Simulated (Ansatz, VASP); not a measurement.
**Pb in VASP and in Ansatz**

```xyz
1
Lattice="-1.8813 1.8813 1.8813 1.8813 -1.8813 1.8813 1.8813 1.8813 -1.8813" Properties=species:S:1:pos:R:3 pbc="T T T"
Pb    0.0000    0.0000    0.0000
```

Alike in both runs: task single point; functional LDA; k mesh 13 × 13 × 13; occupations fermi-dirac, width 0.1 eV; no spin polarisation.

|  | VASP | Ansatz |
| --- | --- | --- |
| version | VASP 6.6.1 | Ansatz 0.2.0 |
| potentials or method | VASP PAW LDA potentials, release 64 (Pb_d) | plane waves (420 eV) with PAW, scalar-relativistic |
| plane-wave cutoff (eV) | 520 | 420 |
| valence electrons in the cell | 14 | 14 |

```csv
,VASP,Ansatz,Ansatz less VASP
pressure (GPa),5.3,5.2,-0.12
```

Ansatz warned: «pseudo_functional_mismatch».

The runs have no spin-orbit coupling, so splittings on Pb are missing.
